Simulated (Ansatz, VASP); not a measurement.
**One calculation of Cd, two programs**

```xyz
2
Lattice="3.0181 0.0000 0.0000 -1.5090 2.6137 0.0000 0.0000 0.0000 5.6916" Properties=species:S:1:pos:R:3 pbc="T T T"
Cd    0.0000    1.7425    1.4229
Cd    1.5090    0.8712    4.2687
```

Change from the starting cell: volume scaled by 1.04, PAW files.

Alike in both runs: task electric field gradients; functional PBE; k mesh 14 × 14 × 7; occupations fermi-dirac, width 0.05 eV; no spin polarisation.

|  | VASP | Ansatz |
| --- | --- | --- |
| version | VASP 6.6.1 | Ansatz 0.2.0 |
| potentials or method | VASP PAW PBE potentials, release 64 (Cd) | PAW with Ansatz's default frozen-core files, scalar-relativistic |
| plane-wave cutoff (eV) | 520 | 420 |
| valence electrons in the cell | 24 | 40 |

|  | VASP | Ansatz | Ansatz less VASP |
| --- | --- | --- | --- |
| pressure (GPa) | 1.1 | 0.8 | -0.29 |
| largest component of the traceless stress (GPa) | 0.43 | 0.30 | -0.129 |
| Vzz of the field gradient on the site that differs most (V/Å²) | 75.8 | 71.1 | -4.73 |

The functional is the same, so the differences come from potentials, cutoffs and numerics. The two sets of potentials don't hold the same shells in valence. Ansatz warned: «gradients_without_spin_orbit».
